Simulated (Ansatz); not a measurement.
# MgO (Fm-3m) in Ansatz: reference runs

Aim: a first look at MgO with PBE, on the cell as given and on a disturbed one.

All numbers are computed with Ansatz 0.2.0; they aren't measurements. Logs are shortened: lines on timing, memory, paths and dates and some standing lists are left out, and cuts for length are marked.

**The experiment to reproduce.**

From “Electronic structure of alkaline earth and post-transition metal oxides”, 2009, arxiv:0908.1581, for a bulk crystal of MgO: band gap 7.83 eV.

The runs below are set against these values where they give the same quantity.

### 1 The crystal as given

It takes space group Fm-3m (No. 225, cubic). Conventional cell: a = 4.194 Å, b = 4.194 Å, c = 4.194 Å, α = 90.00°, β = 90.00°, γ = 90.00°. Mg (site symmetry m-3m) is surrounded by 6 O at 2.10 Å. O (site symmetry m-3m) is surrounded by 6 Mg at 2.10 Å.

The cell is a database's computed one.

### 2 Single point, PBE

Input file input.yaml:

```yaml
crystal:
  lattice:
    - [0.0, 2.0970013927, 2.0970013927]
    - [2.0970013927, 0.0, 2.0970013927]
    - [2.0970013927, 2.0970013927, 0.0]
  atoms:
    - { symbol: Mg, position: [0.0, 0.0, 0.0] }
    - { symbol: O, position: [0.5, 0.5, 0.5] }
kpoints:
  mp_grid: { grid: [11, 11, 11] }
scf:
  occupations: { method: fermi_dirac, width: 0.05 }
hamiltonian:
  xc: pbe
  pseudopotentials: { kind: all_electron, lapw: { basis_error: 0.001 } }
output:
  forces: true
  stress: true
  eigenvalues: true
  populations: true
```

Potentials or basis: all-electron LAPW, scalar-relativistic.

Run with:

```bash
$ ansatz run input.yaml --threads 1 --pin off --max-ram 3072MiB --backend cpu --events-out ev --progress --plain --runs-dir out
```

Output:

```text
Warning: RAYON_NUM_THREADS=1 ignored (pool sized by the plan → 1); use --threads N
Mg: projections on atomic orbitals take those of the free atom 1s2 2s2 2p6 3s2, of charge +0.00 (hamiltonian.pseudopotentials.projection_atoms)
O: projections on atomic orbitals take those of the free atom 1s2 2s2 2p4, of charge +0.00 (hamiltonian.pseudopotentials.projection_atoms)
LAPW: plane waves up to 9.113 Å⁻¹, error target 1.0e-3 eV per atom; small_component_spin mean_spin; O in spheres of 1.030 Å, 8 of its electrons in bands, Dirac shells []; Mg in spheres of 1.067 Å, 10 of its electrons in bands, Dirac shells [] (how accurate: hamiltonian.pseudopotentials.lapw.basis_error, Limitations)
Engine: ansatz 0.2.0, x86_64-unknown-linux-gnu
Pseudopotentials: kind: all_electron
Pseudopotential: Mg, LAPW, valence charge 10, lapw/all_electron/scalar/gaussian/Mg, Koelling and Harmon's equation, gaussian nucleus
Pseudopotential: O, LAPW, valence charge 8, lapw/all_electron/scalar/gaussian/O, Koelling and Harmon's equation, gaussian nucleus
Functional definition: PBE
  parameter kappa = 0.804
  parameter beta = 0.06672455060314922
  exchange = pbe_x(kappa = kappa, mu = beta*pi^2/3)
  correlation = pbe_c(beta = beta)
Crystal: 2 atoms, lattice volume = 18.443 Å³
Basis set: ecut = 316.3759053209192 eV, 259 PW (Γ), exchange–correlation at level 2
Bands: 13, of which v1, the nominal top of the filled ones, is band 9 counted from 1 (8 counted from 0)
Symmetry: 48 space group operations
Space group: Fm-3m (ITA 225), of the structure as read, at distance tolerance 2.6e-5 Å
k-points: 56 of 1331
Non-local potential: Mg, projectors of the file, none
Non-local potential: O, projectors of the file, none
Initial density: superposition of atomic densities (chi_scale 0.1, normalization cell, long waves kept (reshape's long-wave potential 0.00 eV rms))
Initial wavefunctions: plane waves of lowest kinetic energy (no species holds an atomic orbital)
Functional: x = pbe(κ = 0.804, μ = 0.2195149727645171), c = pbe(β = 0.06672455060314922)
iter 1 solved again at ethr=1.27e-2 eV; its pass at ethr=1.00e-1 eV (dr2=2.29e0 eV) is discarded
SCF iter   1: F=—  HF=-7504.199282 eV  |F-HF|=—  |Δ(HF+E_count)|=         —  Δρ=1.08e-1  dr2=2.28e0  ethr=1.27e-2  ⟨swp⟩=2.0  Hψ=4775  notcnv=0
preconditioner: auto → none  [insulator: Δε(μ)=6.759 eV  Ē_g=20.437 eV  σ=0.050 eV  W_gap=1.00  n_scr=8 (ndim 8)  ℏωp=24.5 eV  f_vac=0.000  D(μ)=0.00/eV (n_scr^D=0)  ε∞_Penn≈2.4]
iter 2 solved again at ethr=1.90e-4 eV; its pass at ethr=1.27e-2 eV (dr2=3.42e-2 eV) is discarded
SCF iter   2: F=—  HF=-7502.932745 eV  |F-HF|=—  |Δ(HF+E_count)|=    1.27e0  Δρ=1.94e-2  dr2=3.41e-2  ethr=1.90e-4  ⟨swp⟩=2.1  Hψ=3865  notcnv=0
SCF iter   3: F=—  HF=-7502.648094 eV  |F-HF|=—  |Δ(HF+E_count)|=   2.85e-1  Δρ=1.61e-2  dr2=5.15e-2  ethr=1.90e-4  ⟨swp⟩=3.0  Hψ=2369  notcnv=0
SCF iter   4: F=—  HF=-7502.647074 eV  |F-HF|=—  |Δ(HF+E_count)|=         —  Δρ=5.36e-4  dr2=1.83e-5  ethr=1.90e-4  ⟨swp⟩=2.0  Hψ=2184  notcnv=0
the basis was enlarged: its passes take 304.7 KiB over the memory plan, 1 of 1 planned eigensolver slots
SCF iter   5: F=—  HF=-7502.647137 eV  |F-HF|=—  |Δ(HF+E_count)|=   6.32e-5  Δρ=1.74e-4  dr2=4.09e-6  ethr=1.02e-7  ⟨swp⟩=3.0  Hψ=2150  notcnv=0
SCF iter   6: F=—  HF=-7502.647142 eV  |F-HF|=—  |Δ(HF+E_count)|=   5.26e-6  Δρ=4.27e-5  dr2=3.09e-7  ethr=2.27e-8  ⟨swp⟩=2.9  Hψ=2036  notcnv=0
SCF iter   7: F=-7502.647142 eV  HF=-7502.647142 eV  |F-HF|=8.19e-11  |Δ(HF+E_count)|=   1.47e-7  Δρ=5.11e-6  dr2=4.30e-9  ethr=1.72e-9  ⟨swp⟩=2.1  Hψ=1968  notcnv=0
SCF 1 converged in 7 iterations: F = -7502.647142 eV  dr2 = 4.30e-9
SCF converged after 7 iterations
Free energy (F): -7502.647142 eV
Harris-Foulkes:  -7502.647142 eV  (|F-HF|=8.19e-11)
Internal energy: -7502.647142 eV  (E = F + TS)
E sigma→0 (E₀):  -7502.647142 eV
Fermi energy:    10.501002 eV
--- Per-component energies (eV) ---
  E_band       = -1284.843690
  E_kinetic    = 7508.698084
  E_xc         = -684.276580
  E_electrostatic = -14327.068645  (all electrons and nuclei)
  E_smearing   = -0.000000  (= −TS)
  E_closure    = 0.000000  (closes the sum)
  E_atoms      = -7490.792933  (free atoms, spherical and without spin; not in F)
  Σ components = -7502.647142   (vs F -7502.647142, Δ=0.00e0)
  Basis errors (estimates in eV, not in F): energy 3.6e-4 per atom: plane waves 3.1e-4 (1.7e-4 summed), levels above the bands 1.5e-131, relativity 1.7e-8, radial functions 4.9e-5, core shells 4.1e-12; eigenvalues (radial functions only) 1.7e-5; not estimated: angular momenta, meshes, grids; target (lapw.basis_error) 1.0e-3; muffin-tin radii O 1.030 Å, Mg 1.067 Å
--- Forces (eV/Å), atoms counted from 1 ---
  atom   1  Mg     0.00000000    -0.00000000     0.00000000
  atom   2  O      0.00000000    -0.00000000     0.00000000
  max |Σ_I F_I| component: 1.46e-30 eV/Å
--- Stress (GPa, compression-positive) ---
        6.972357      -0.000000      -0.000000
       -0.000000       6.972357      -0.000000
       -0.000000      -0.000000       6.972357
  P = ⅓ Tr σ = 6.9724 GPa (69.724 kbar)
--- Band table (eV; the first three rows and the last of 56) ---
  k-point 0: bands = ["-495.1284", "-64.2588", "-30.9820", "-30.9820", "-30.9820", "-9.3061", "8.0083", "8.0083", "8.0083", "12.8723", "23.8934", "23.8934", "23.8934"]
  k-point 1: bands = ["-495.1284", "-64.2581", "-30.9893", "-30.9827", "-30.9827", "-9.2138", "7.4573", "7.9510", "7.9510", "13.4023", "22.7966", "24.0977", "24.0977"]
  k-point 2: bands = ["-495.1284", "-64.2561", "-31.0088", "-30.9847", "-30.9847", "-8.9562", "6.2809", "7.8016", "7.8016", "14.4766", "21.3496", "24.5550", "24.5550"]
  k-point 55: bands = ["-495.1284", "-64.2466", "-31.0379", "-31.0345", "-31.0118", "-7.6802", "4.8881", "5.0983", "6.3627", "19.3321", "20.0223", "20.3555", "23.9997"]
--- Löwdin populations: 2 sites ---
  site symbol       q [e]
     0     Mg     10.4693
     1      O      9.3724
  spilling = 0.007919 (of n_electrons = 20.000000)
```

Run time: 5.1 s. Hardware: 1 thread of AMD EPYC 7R13 (Zen 3), shared host; peak memory 0.28 GiB.

Results:

```
Free energy            : -7502.6471 eV
Pressure               : 7.0 GPa
Band gap on the k mesh : 4.86 eV, direct
Loewdin charges        : Mg +1.53; O -1.37 e
```

Caveat: the atomic charges don't sum to the cell's charge.

### 3 Equation of state, PBE

Potentials or basis: all-electron LAPW, scalar-relativistic.

This step only gathers the single runs of the series.

Results:

| Property | Result |
| --- | --- |
| Equilibrium volume | 9.63 Å³/atom |
| Bulk modulus | 149 GPa |
| Pressure derivative of the bulk modulus | 4.1 |

Energy against volume, from the lowest point:
| volume (Å³/atom) | energy (meV/atom) |
| --- | --- |
| 8.668 | 52.76 |
| 8.853 | 33.16 |
| 9.037 | 18.54 |
| 9.221 | 8.41 |
| 9.406 | 2.36 |
| 9.590 | 0.00 |
| 9.775 | 0.99 |

### 4 Single point, PBE (atoms moved at random, drawn with an rms of 0.05 Å)

input.yaml, as its differences from that of step 2:

```diff
@@ -6,4 +6,4 @@
   atoms:
-    - { symbol: Mg, position: [0.0, 0.0, 0.0] }
-    - { symbol: O, position: [0.5, 0.5, 0.5] }
+    - { symbol: Mg, position: [-0.016445, 0.020507, -0.015817] }
+    - { symbol: O, position: [0.502252, 0.496979, 0.506906] }
 kpoints:
```

Potentials or basis: all-electron LAPW, scalar-relativistic.

Run with:

```bash
$ ansatz run input.yaml --threads 1 --pin off --max-ram 3072MiB --backend cpu --events-out ev --progress --plain --runs-dir out
```

Output:

```text
Warning: RAYON_NUM_THREADS=1 ignored (pool sized by the plan → 1); use --threads N
Mg: projections on atomic orbitals take those of the free atom 1s2 2s2 2p6 3s2, of charge +0.00 (hamiltonian.pseudopotentials.projection_atoms)
O: projections on atomic orbitals take those of the free atom 1s2 2s2 2p4, of charge +0.00 (hamiltonian.pseudopotentials.projection_atoms)
LAPW: plane waves up to 9.557 Å⁻¹, error target 1.0e-3 eV per atom; small_component_spin mean_spin; O in spheres of 0.983 Å, 8 of its electrons in bands, Dirac shells []; Mg in spheres of 1.027 Å, 10 of its electrons in bands, Dirac shells [] (how accurate: hamiltonian.pseudopotentials.lapw.basis_error, Limitations)
[... 9 set-up lines as earlier in the session ...]
Crystal: 2 atoms, lattice volume = 18.443 Å³
Basis set: ecut = 347.98296039306234 eV, 283 PW (Γ), exchange–correlation at level 2
Bands: 13, of which v1, the nominal top of the filled ones, is band 9 counted from 1 (8 counted from 0)
Symmetry: 1 space group operations
Space group: P1 (ITA 1), of the structure as read, at distance tolerance 2.6e-5 Å
k-points: 666 of 1331 (time reversal used)
[... 4 set-up lines as earlier in the session ...]
[... 13 lines left out ...]
SCF converged after 7 iterations
Free energy (F): -7502.624269 eV
Harris-Foulkes:  -7502.624269 eV  (|F-HF|=7.75e-10)
Internal energy: -7502.624269 eV  (E = F + TS)
E sigma→0 (E₀):  -7502.624269 eV
Fermi energy:    10.491286 eV
--- Per-component energies (eV) ---
  E_band       = -1284.796161
  E_kinetic    = 7508.933783
  E_xc         = -684.315676
  E_electrostatic = -14327.242375  (all electrons and nuclei)
  E_smearing   = -0.000000  (= −TS)
  E_closure    = 0.000000  (closes the sum)
  E_atoms      = -7490.792933  (free atoms, spherical and without spin; not in F)
  Σ components = -7502.624269   (vs F -7502.624269, Δ=0.00e0)
  Basis errors (estimates in eV, not in F): energy 4.3e-4 per atom: plane waves 3.9e-4 (2.1e-4 summed), levels above the bands 2.3e-132, relativity 4.9e-8, radial functions 4.5e-5, core shells 2.4e-11; eigenvalues (radial functions only) 1.2e-4; not estimated: angular momenta, meshes, grids; target (lapw.basis_error) 1.0e-3; muffin-tin radii O 0.983 Å, Mg 1.027 Å
--- Forces (eV/Å), atoms counted from 1 ---
  atom   1  Mg    -0.00950837     0.53129036    -0.05712647
  atom   2  O      0.00950822    -0.53128062     0.05712493
  max |Σ_I F_I| component: 9.74e-6 eV/Å
--- Stress (GPa, compression-positive) ---
        6.765538       0.010041      -0.001126
        0.010041       9.641639       0.060324
       -0.001126       0.060324       6.802883
  P = ⅓ Tr σ = 7.7367 GPa (77.367 kbar)
--- Band table (eV; the first three rows and the last of 666) ---
  k-point 0: bands = ["-495.1216", "-64.2509", "-30.9745", "-30.9741", "-30.9739", "-9.3096", "7.9902", "8.0006", "8.0007", "12.8619", "23.9052", "23.9240", "23.9257"]
  k-point 1: bands = ["-495.1216", "-64.2501", "-30.9817", "-30.9750", "-30.9746", "-9.2175", "7.4456", "7.9389", "7.9443", "13.3914", "22.8085", "24.1137", "24.1274"]
  k-point 2: bands = ["-495.1216", "-64.2482", "-31.0013", "-30.9770", "-30.9766", "-8.9603", "6.2724", "7.7909", "7.7966", "14.4662", "21.3510", "24.5586", "24.5745"]
  k-point 665: bands = ["-495.1216", "-64.2413", "-31.0623", "-30.9882", "-30.9847", "-7.9384", "3.4691", "7.0274", "7.2999", "16.3863", "20.6431", "23.5148", "24.7486"]
--- Löwdin populations: 2 sites ---
  site symbol       q [e]
     0     Mg     10.4689
     1      O      9.3730
  spilling = 0.007905 (of n_electrons = 20.000000)
```

It took 93 s on 1 thread of AMD EPYC 7R13 (Zen 3), shared host; peak memory 0.81 GiB.

Results:

```yaml
Free_energy: -7502.6243 eV
Pressure: 7.7 GPa
Largest_force: 0.534 eV/Å
Band_gap_on_the_k_mesh: 4.86 eV, direct
Loewdin_charges: Mg +1.53; O -1.37 e
```

Forces on the atoms (eV/Å):
```
Mg  -0.010  0.531 -0.057
O    0.010 -0.531  0.057
```

Caveat: the atomic charges don't sum to the cell's charge.

### 5 Overview

| task | cell | cutoff (eV) | basis error allowed | gap on the mesh (eV) | pressure (GPa) |
| --- | --- | --- | --- | --- | --- |
| single point | as given | 316 | 0.001 eV/atom | 4.86 | 7.0 |
| equation of state | as given | - | 0.0005 eV/atom | - | - |
| single point | atoms moved at random, drawn with an rms of 0.05 Å | 348 | 0.001 eV/atom | 4.86 | 7.7 |

Alike in all rows: level PBE; potentials or basis all-electron LAPW, scalar-relativistic; no spin polarisation; k mesh 11 × 11 × 11; smearing fermi-dirac 0.05 eV.

Compare energies only between runs with the same functional and basis.

### 6 Comparison with measurements

Step 2. A measured gap of MgO is 7.83 eV (quoted in “Electronic structure of alkaline earth and post-transition metal oxides”, 2009, arxiv:0908.1581); the calculated 4.86 eV misses it by -2.97 eV. The value is that of PBE, without temperature or zero-point motion. Semilocal functionals fall short of measured gaps as a rule. The cell is a database's relaxed one, not the measured one, which moves gaps too.
